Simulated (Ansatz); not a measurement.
# ZnSe (Stilleite) (F-43m) in Ansatz: band structure with PBE0

Aim: the band structure of ZnSe (Stilleite) with PBE0.

Program: Ansatz 0.2.0. These are calculated values, not measurements. Logs are shortened: lines on timing, memory, paths and dates and some standing lists are left out, and cuts for length are marked.

**Experimental background.**

From “Alloy Disordering Effects on the Thermal Conductivity and Energy Gap Temperature Dependence of Cd1−xZnxSe Ternary Crystals Grown by the Bridgman Method”, 2023, pmc:10253836, for a bulk crystal of ZnSe at 300 K: band gap 2.695 ± 0.003 eV (an exciton energy, a little under the gap).

How close the calculation comes is told below.

**1. The structure**

Symmetry: F-43m, No. 216, cubic system. Conventional cell: a = 5.668 Å, b = 5.668 Å, c = 5.668 Å, α = 90.00°, β = 90.00°, γ = 90.00°. Around Se (site symmetry -43m) lie 4 Zn at 2.45 Å. Zn (site symmetry -43m) has 4 Se at 2.45 Å as nearest neighbours.

**2. Band structure, PBE0**

The input, input:

```
crystal:
  lattice:
    - [0.0, 2.8338, 2.8338]
    - [2.8338, 0.0, 2.8338]
    - [2.8338, 2.8338, 0.0]
  atoms:
    - { symbol: Se, position: [0.75, 0.75, 0.75] }
    - { symbol: Zn, position: [0.0, 0.0, 0.0] }
hamiltonian:
  xc: pbe0
  pseudopotentials: { kind: paw }
kpoints:
  mp_grid: { grid: [6, 6, 6] }
  band_path:
    path:
      - [[0.0, 0.0, 0.0], [0.5, 0.0, 0.5], [0.5, 0.25, 0.75], [0.375, 0.375, 0.75], [0.0, 0.0, 0.0], [0.5, 0.5, 0.5], [0.625, 0.25, 0.625], [0.5, 0.25, 0.75], [0.5, 0.5, 0.5], [0.375, 0.375, 0.75]]
      - [[0.625, 0.25, 0.625], [0.5, 0.0, 0.5]]
    npoints: 4
scf:
  occupations: { method: fermi_dirac, width: 0.05 }
  n_extra_bands: 6
output:
  forces: true
  stress: true
  eigenvalues: true
  fatbands: false
  write_density: true
  write_potential: true
  elf: true
  volumetric_format: npy
```

Potentials or basis: Ansatz PAW.

The program printed:

```text
Warning: output.stress: scf.convergence.dr2_threshold = 1e-7 eV (the SCF's general default) is looser than the 2e-10 eV advised for a printed stress (1e-10 eV for each atom of the cell: 2). What an SCF threshold leaves in a stress goes as its square root, and in the free energy as the threshold itself, and one threshold admits the most on a small cell: of the crystals measured, under no hybrid functional and no lock of the moments, on runs that ended without the residual-converged pass, on stresses that held no estimate of that error, the worst erred by over 100 MPa in a component at 1e-7 eV an atom and by under 5 at 1e-10. Set scf.convergence.dr2_threshold to 2e-10 eV or tighter. The threshold is an SCF's pass mark: one that does not reach it within its budget of iterations ends unconverged, or closes short of it on a stop that the run arms, and scf.convergence.dr2_threshold's page says what that costs each kind of run
Warning: output.stress: scf.exx.energy_threshold = 1e-6 eV is looser than the 2e-8 eV advised for a stress under a hybrid functional (1e-8 eV for each atom of the cell: 2). Every SCF of the exchange loop can meet its threshold on dr2 while the loop round them stops early: no threshold on dr2 bounds what that leaves in the stress. Set scf.exx.energy_threshold to 2e-8 eV or tighter. The threshold is the loop's pass mark: a loop that does not reach it within its budget of cycles ends unconverged, and scf.exx.energy_threshold's page has the law
scf.n_extra_bands = 6 over 14 filled bands (N_el = 28.0): the run solves 20 bands
GPUs: using 1 of 1 available (devices: 1).
Engine: ansatz 0.2.0, x86_64-unknown-linux-gnu
Pseudopotentials: kind: paw
Pseudopotential: Se, paw, valence charge 16, recommended cutoff 420 eV (normal), Se.paw.azcp
Pseudopotential: Zn, paw, valence charge 12, recommended cutoff 420 eV (normal), Zn.paw.azcp
Functional definition: PBE0
  parameter a = 0.25
  parameter kappa = 0.804
  parameter beta = 0.06672455060314922
  exchange = (1 - a)*pbe_x(kappa = kappa, mu = beta*pi^2/3) + a*exact_x
  correlation = pbe_c(beta = beta)
device memory: the entry about to start is reckoned to put 0.5 GiB on a device that reports 35.8 GiB free (of which the cap on the GPU budget leaves the run 18.0 GiB)
GPU FFT provider: cuFFT
GPU libraries: cuBLAS 13.8.2, cuFFT 12.4.0, cuSOLVER 12.3.4
Crystal: 2 atoms, lattice volume = 45.513 Å³
Basis set: ecut = 420 eV, 893 PW (Γ), exchange–correlation on 54×54×54 points (8 copies of the dense FFT grid, shifted against one another)
Bands: 20, of which v1, the nominal top of the filled ones, is band 14 counted from 1 (13 counted from 0)
Symmetry: 24 space group operations
Space group: F-43m (ITA 216), of the structure as read, at distance tolerance 3.6e-5 Å
k-points: 16 of 216 (time reversal used)
Non-local potential: Se, projectors of the file, l = 0: 2, l = 1: 2, l = 2: 3, l = 3: 1
Non-local potential: Zn, projectors of the file, l = 0: 2, l = 1: 2, l = 2: 3, l = 3: 1
PAW form: soft (Blöchl's): semilocal exchange-correlation on the pseudo side does not see the compensation charge
PAW frozen core: Se, regenerated for the run's functional, and the local potential with it (the file was generated under x = pbe(κ = 0.804, μ = 0.2195149727645171), c = pbe(β = 0.06672455060314922))
PAW frozen core: Zn, regenerated for the run's functional, and the local potential with it (the file was generated under x = pbe(κ = 0.804, μ = 0.2195149727645171), c = pbe(β = 0.06672455060314922))
PAW one-centre angular grid: Se, 590 points (default); XC on 64 Gauss nodes
PAW one-centre angular grid: Zn, 590 points (default); XC on 64 Gauss nodes
Initial density: superposition of atomic densities (neutral atoms: chi_scale 0, normalization atom), corrected by the library's trained network
Initial wavefunctions: pseudopotential atomic-orbital guess
GPU buffer pool allocated for 19683 grid points (all kernels)
GPU transforms: local potential and band sums: pruned to the plane-wave sphere, on 25×27×27
Functional: x = pbe(κ = 0.804, μ = 0.2195149727645171), c = pbe(β = 0.06672455060314922), warm-up for x = 0.75 pbe(κ = 0.804, μ = 0.2195149727645171) + 0.25 exact, c = pbe(β = 0.06672455060314922)
SCF iter   1: F=—  HF=-8789.523013 eV  |F-HF|=—  |Δ(HF+E_count)|=         —  Δρ=1.51e-3  dr2=1.13e-3  ethr=1.77e-3  ⟨swp⟩=12.3  Hψ=1578  notcnv=0
preconditioner: auto → none  [insulator: Δε(μ)=1.286 eV  Ē_g=13.669 eV  σ=0.050 eV  W_gap=1.00  n_scr=14 (ndim 8)  ℏωp=23.4 eV  f_vac=0.121  D(μ)=0.00/eV (n_scr^D=0)]
SCF iter   2: F=—  HF=-8789.522718 eV  |F-HF|=—  |Δ(HF+E_count)|=   2.94e-4  Δρ=1.24e-3  dr2=4.86e-4  ethr=4.02e-6  ⟨swp⟩=4.5  Hψ=1090  notcnv=0  defer=2
iter 3 solved again at ethr=1.71e-8 eV; its pass at ethr=1.74e-6 eV (dr2=4.80e-6 eV) is discarded
SCF iter   3: F=-8789.522529 eV  HF=-8789.522515 eV  |F-HF|=1.41e-5  |Δ(HF+E_count)|=   2.03e-4  Δρ=1.47e-4  dr2=4.83e-6  ethr=1.71e-8  ⟨swp⟩=3.4  Hψ=1352  notcnv=0
SCF 1 stopped early in 3 iterations: F = -8789.522529 eV  dr2 = 4.83e-6
device memory: the entry about to start is reckoned to put 1.1 GiB on a device that reports 35.8 GiB free (of which the cap on the GPU budget leaves the run 18.0 GiB)
GPU FFT provider: cuFFT
GPU libraries: cuBLAS 13.8.2, cuFFT 12.4.0, cuSOLVER 12.3.4
Initial density: handed on by an earlier stage of this run
Initial wavefunctions: those handed on with the density
GPU buffer pool allocated for 19683 grid points (all kernels)
GPU transforms: local potential and band sums: pruned to the plane-wave sphere, on 25×27×27
Functional: x = 0.75 pbe(κ = 0.804, μ = 0.2195149727645171) + 0.25 exact, c = pbe(β = 0.06672455060314922)
Exchange kernel: α = 0.2500, full range, Wigner–Seitz truncation, v(0) = 15908.8832 eV·Å³, q-mesh 6×6×6, nearest image of the exchange supercell L = 24.05 Å, pair-density grid 15×15×15, without the augmentation charges, whose exchange is taken in its separable form by FFT convolution over the k-point mesh (sized by the pseudopotential files, 24×24×24 at the most), smooth part of the exact exchange by density-matrix convolution in up to 3.18 GiB of GPU memory as planned if the GPU has room (build and FFT work areas not counted)
Frozen-core exchange: fock
SCF iter   1: F=—  HF=-8791.198265 eV  |F-HF|=—  |Δ(HF+E_count)|=         —  Δρ=1.89e-2  dr2=8.28e-2  ethr=1.72e-7  ⟨swp⟩=7.2  Hψ=1690  notcnv=0
preconditioner: auto → none  [insulator: Δε(μ)=2.951 eV  Ē_g=17.002 eV  σ=0.050 eV  W_gap=1.00  n_scr=14 (ndim 8)  ℏωp=23.4 eV  f_vac=0.121  D(μ)=0.00/eV (n_scr^D=0)]
SCF iter   2: F=—  HF=-8791.171656 eV  |F-HF|=—  |Δ(HF+E_count)|=   2.66e-2  Δρ=2.43e-3  dr2=5.11e-3  ethr=1.72e-7  ⟨swp⟩=5.0  Hψ=1386  notcnv=0
SCF iter   3: F=—  HF=-8791.180624 eV  |F-HF|=—  |Δ(HF+E_count)|=   8.97e-3  Δρ=4.40e-3  dr2=4.30e-3  ethr=1.72e-7  ⟨swp⟩=5.0  Hψ=1276  notcnv=0
SCF iter   4: F=—  HF=-8791.180213 eV  |F-HF|=—  |Δ(HF+E_count)|=   4.11e-4  Δρ=1.77e-3  dr2=6.88e-4  ethr=1.72e-7  ⟨swp⟩=4.0  Hψ=868  notcnv=0
SCF iter   5: F=—  HF=-8791.181283 eV  |F-HF|=—  |Δ(HF+E_count)|=   1.07e-3  Δρ=8.75e-4  dr2=1.83e-4  ethr=1.72e-7  ⟨swp⟩=4.0  Hψ=857  notcnv=0
SCF iter   6: F=-8791.181195 eV  HF=-8791.181195 eV  |F-HF|=1.37e-7  |Δ(HF+E_count)|=   8.79e-5  Δρ=1.89e-5  dr2=2.19e-6  ethr=1.72e-7  ⟨swp⟩=4.0  Hψ=767  notcnv=0
SCF 2 stopped early in 6 iterations: F = -8791.181195 eV  dr2 = 2.19e-6
hybrid outer 1: dexx = +1.600e-2 eV, tail = 8.41e-5 eV
GPU FFT provider: cuFFT
GPU libraries: cuBLAS 13.8.2, cuFFT 12.4.0, cuSOLVER 12.3.4
GPU buffer pool allocated for 19683 grid points (all kernels)
GPU transforms: local potential and band sums: pruned to the plane-wave sphere, on 25×27×27
Exchange kernel: α = 0.2500, full range, Wigner–Seitz truncation, v(0) = 15908.8832 eV·Å³, q-mesh 6×6×6, nearest image of the exchange supercell L = 24.05 Å, pair-density grid 15×15×15, without the augmentation charges, whose exchange is taken in its separable form by FFT convolution over the k-point mesh (sized by the pseudopotential files, 24×24×24 at the most), smooth part of the exact exchange by density-matrix convolution in up to 3.18 GiB of GPU memory as planned if the GPU has room (build and FFT work areas not counted)
Frozen-core exchange: fock
SCF iter   1: F=—  HF=-8791.180911 eV  |F-HF|=—  |Δ(HF+E_count)|=         —  Δρ=8.18e-5  dr2=1.82e-6  ethr=1.50e-6  ⟨swp⟩=3.6  Hψ=732  notcnv=0
preconditioner: auto → none  [insulator: Δε(μ)=3.038 eV  Ē_g=16.742 eV  σ=0.050 eV  W_gap=1.00  n_scr=14 (ndim 8)  ℏωp=23.4 eV  f_vac=0.119  D(μ)=0.00/eV (n_scr^D=0)]
SCF iter   2: F=—  HF=-8791.180912 eV  |F-HF|=—  |Δ(HF+E_count)|=   5.99e-7  Δρ=2.82e-5  dr2=3.33e-7  ethr=5.58e-9  ⟨swp⟩=4.0  Hψ=980  notcnv=0
SCF iter   3: F=—  HF=-8791.180913 eV  |F-HF|=—  |Δ(HF+E_count)|=   8.56e-7  Δρ=2.06e-5  dr2=1.19e-7  ethr=4.94e-10  ⟨swp⟩=4.1  Hψ=852  notcnv=0
SCF iter   4: F=—  HF=-8791.180913 eV  |F-HF|=—  |Δ(HF+E_count)|=   2.12e-8  Δρ=6.74e-6  dr2=1.31e-8  ethr=3.29e-10  ⟨swp⟩=2.2  Hψ=550  notcnv=0
SCF iter   5: F=-8791.180913 eV  HF=-8791.180913 eV  |F-HF|=5.20e-10  |Δ(HF+E_count)|=  7.99e-10  Δρ=1.92e-6  dr2=3.66e-9  ethr=3.59e-11  ⟨swp⟩=3.9  Hψ=849  notcnv=0  defer=1
SCF 3 converged in 5 iterations: F = -8791.180913 eV  dr2 = 3.66e-9
  Residual-converged pass: ⟨swp⟩=3.0  Hψ=618  notcnv=0  max |occ|·‖R‖ = 2.3e-6 eV (tolerance 2.4e-6 eV)  dr2=3.66e-9  dr2_onsite=4.06e-10  max |Δocc| = 3.0e-24
hybrid outer 2: dexx = +1.023e-6 eV, tail = 4.50e-8 eV, Δε = 3.51e-3 eV (about 1.37e-4 eV left of the loop's levels)
device memory: the entry about to start is reckoned to put 0.4 GiB on a device that reports 47.7 GiB free (of which the cap on the GPU budget leaves the run 18.0 GiB)
NSCF: frozen V_eff on 42 k-points, pencils in batches of 32, up to order 88
hybrid SCF converged: 2 outer / 11 inner (+3 warm-up), last move |dexx| = 1.02e-6 eV, tail = 4.50e-8 eV
Stability not checked: this state was not tested for a lower state beside it, because the functional holds exact exchange (a hybrid, or Hartree-Fock), whose exchange loop this test does not read (fock_operator; see scf.lower_state_search)
Free energy (F): -8791.180913 eV
Frozen-core exchange: fock
Harris-Foulkes:  -8791.180913 eV  (|F-HF|=5.20e-10)
Internal energy: -8791.180913 eV  (E = F + TS)
E sigma→0 (E₀):  -8791.180913 eV
Fermi energy:    7.334528 eV
--- Per-component energies (eV) ---
  E_band       = -466.444458
  E_kinetic    = 249.081614
  E_local      = -4401.090454  (includes V_loc(G=0)·N_el)
  E_nonlocal   = 22.657462
  E_hartree    = 2044.038287
  E_xc         = -185.121309
  E_vxc        = -115.594645  (∫ρ·V_xc dr)
  E_exx        = -121.790205  (= α·E_x^exact, valence–valence)
  E_paw        = -3677.497319  (= ΣΔE_a)
  E_vpaw       = -65.992251  (= ΣTr[D̂ρ^β])
  E_aug_tail   = -0.000894  (compensation charges beyond the density's cutoff)
  E_ewald      = -2720.942845
  E_core_change = -0.515251  (= ΣΔE_core)
  E_smearing   = -0.000000  (= −TS)
  E_closure    = 0.000001  (closes the sum)
  Σ components = -8791.180913   (vs F -8791.180913, Δ=1.82e-12)
--- Forces (eV/Å), atoms counted from 1 ---
  atom   1  Se     0.00000000    -0.00000000     0.00000000
  atom   2  Zn    -0.00000000     0.00000000    -0.00000000
  max |Σ_I F_I| component: 1.80e-16 eV/Å
--- Stress (GPa, compression-positive) ---
        0.962990       0.000000      -0.000000
       -0.000000       0.962990       0.000000
        0.000000       0.000000       0.962990
  P = ⅓ Tr σ = 0.9630 GPa (9.630 kbar)
--- Band table (eV; the first three rows and the last of 16) ---
  k-point 0: bands = ["-44.6516", "-44.6516", "-44.6516", "-44.6465", "-44.6465", "-8.6592", "-2.5335", "-2.5335", "-2.5335", "-2.2069", "-2.2069", "5.7872", "5.7872", "5.7872", "8.8257", "13.4390", "13.4390", "13.4390", "17.7511", "19.2556"]
  k-point 1: bands = ["-44.6516", "-44.6516", "-44.6516", "-44.6465", "-44.6465", "-8.4668", "-2.5096", "-2.5096", "-2.4935", "-2.2088", "-2.2088", "3.8002", "5.5175", "5.5175", "10.0995", "13.4887", "13.8725", "13.8725", "18.1463", "18.1463"]
  k-point 2: bands = ["-44.6515", "-44.6515", "-44.6515", "-44.6464", "-44.6464", "-8.0365", "-2.4691", "-2.4691", "-2.2938", "-2.2030", "-2.2030", "1.3433", "5.0565", "5.0565", "10.2551", "14.1220", "14.1220", "15.2850", "18.0898", "18.8189"]
  k-point 15: bands = ["-44.6516", "-44.6514", "-44.6513", "-44.6464", "-44.6464", "-7.4993", "-2.4011", "-2.3538", "-2.2735", "-2.1930", "-1.8914", "0.7218", "2.9040", "3.0641", "11.8749", "12.4795", "16.0534", "16.3413", "19.7165", "21.8555"]
```

It took 68 s on 1 × NVIDIA H100 80GB HBM3 with 2 threads of AMD EPYC 7R13 (Zen 3), shared host; peak memory 2.4 GiB.

What came out:

```
Free energy             : -8791.1809 eV
Pressure                : 1.0 GPa
Band gap on the k mesh  : 3.04 eV, direct
Band gap along the path : 3.04 eV, direct
```

Levels at the corners of the path, in eV from the valence-band top:
```
point  band 12  band 13  band 14  band 15  band 16  band 17
    Γ     0.00     0.00     0.00     3.04     7.65     7.65
    X    -5.22    -2.35    -2.35     4.51     5.18    12.89
    W    -5.00    -3.06    -2.84     7.12     7.62     8.92
    K    -5.07    -3.37    -1.93     5.24     7.47    10.99
    Γ     0.00     0.00     0.00     3.04     7.65     7.65
    L    -5.63    -0.93    -0.93     4.32     8.20     8.20
    U    -5.07    -3.37    -1.93     5.24     7.47    10.99
    W    -5.00    -3.06    -2.84     7.12     7.62     8.92
    L    -5.63    -0.93    -0.93     4.32     8.20     8.20
    K    -5.07    -3.37    -1.93     5.24     7.47    10.99
    U    -5.07    -3.37    -1.93     5.24     7.47    10.99
    X    -5.22    -2.35    -2.35     4.51     5.18    12.89
```

Caveat: the PAW data sets come from PBE, with cores solved anew for the run's functional, which leaves a small shift of forces and pressure; the thresholds are loose for stress.

**3. Comparison with measurements**

Step 2. A measured gap of ZnSe is 2.695 eV (an exciton energy, a little under the gap; 300 K; “Alloy Disordering Effects on the Thermal Conductivity and Energy Gap Temperature Dependence of Cd1−xZnxSe Ternary Crystals Grown by the Bridgman Method”, 2023, pmc:10253836); the calculated 3.04 eV misses it by +0.34 eV. Spin-orbit coupling on Se is left out. The value is that of PBE0, without temperature or zero-point motion.
